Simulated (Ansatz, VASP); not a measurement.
## InAs in VASP and in Ansatz

```xyz
2
Lattice="0.0000 3.0180 3.0180 3.0180 0.0000 3.0180 3.0180 3.0180 0.0000" Properties=species:S:1:pos:R:3 pbc="T T T"
In    0.0000    0.0000    0.0000
As    1.5090    1.5090    1.5090
```

The cell was built by a generator and needn't be a form met in nature.

Alike in both runs: task single point; functional PBEsol; k mesh 6 × 6 × 6; occupations gaussian, width 0.1 eV; no spin polarisation.

|  | VASP | Ansatz |
| --- | --- | --- |
| version | VASP 6.6.1 | Ansatz 0.2.0 |
| potentials or method | VASP PAW PBE potentials, release 64 (In_d, As) | scalar-relativistic, plane waves, PAW |
| plane-wave cutoff (eV) | 520 | 420 |
| valence electrons in the cell | 18 | 28 |

```tsv
	VASP	Ansatz	Ansatz less VASP
gap on the k mesh at the Fermi level (eV)	none	none	-
pressure (GPa)	1.7	1.6	-0.09
```

A gap of «none» marks a metal or a gap that the smearing closes. With one functional, cell and mesh, what is left measures potentials, basis and numerics. The two sets of potentials don't hold the same shells in valence.

Caveats: the PAW data sets were made with another functional, which shifts forces and pressure a little (VASP); this crystal is a semiconductor, whose small gap the functional closes, so the metal is an error of the method.
